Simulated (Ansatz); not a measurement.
# Structure search: one SiO2 candidate

Method: Ansatz, DFT PBE+D3(BJ), scalar-relativistic, plane waves, PAW. Cutoff 420 eV, Gaussian smearing, Γ-centred meshes. Cell and atoms relax first on a coarse mesh and then on a converged one. In between, the cell is made exact in the group found at 0.06 Å. The steps can't lower the symmetry of their start. No spin polarisation.

The guess for SiO2 was made by a generator: close-packed anion layers stacked AB, with sites between them filled layer by layer (P-3m1, No. 164) (elements of the layers in order: O O). Lengths were set from tabulated atomic sizes, so they are only a guess.

```yaml
crystal:
  lattice:
    - [3.15792, 0.00000, 0.00000]
    - [-1.57896, 2.73484, 0.00000]
    - [0.00000, 0.00000, 5.46321]
  atoms:
    - { symbol: Si, position: [0.00000, 0.00000, 0.50000] }
    - { symbol: O, position: [0.33333, 0.66667, 0.73809] }
    - { symbol: O, position: [0.66667, 0.33333, 0.26191] }
```

Energies over the elements count from the elements' standard structures at the same level (O₂ as a molecule), with no fitted energy shifts.

Question: Describe the relaxed structure.

Answer: The symmetry stays P-3m1 (No. 164). The end has the cadmium iodide type. The volume per atom shrinks by 39.0 %, from 15.7 to 9.6 Å³. The shortest distance goes from 2.24 Å (Si–O) to 1.80 Å (Si–O). The energy falls by about 1.7 eV/atom (the start's value is from the coarse mesh). Conventional cell: a = 2.687 Å, c = 4.603 Å. Si has 6 O at 1.80 Å; O has 3 Si at 1.80 Å.

```yaml
crystal:
  lattice:
    - [2.68655, 0.00000, 0.00000]
    - [-1.34327, 2.32662, 0.00000]
    - [0.00000, 0.00000, 4.60303]
  atoms:
    - { symbol: Si, position: [0.00000, 0.00000, 0.50000] }
    - { symbol: O, position: [0.33333, 0.66667, 0.69894] }
    - { symbol: O, position: [0.66667, 0.33333, 0.30106] }
```

Question: Give its energy and gap.

Answer: The energy over the elements is −2.536 eV/atom. The gap on the 12×12×6 mesh of the 3-atom cell is 6.15 eV.

A negative formation energy is needed for stability but isn't enough: competing phases decide.

The last run used Gaussian smearing of 0.02 eV. Kohn–Sham gaps at this level usually fall short of measured ones. Symmetry constrained the relaxation, so the result can be a saddle point.
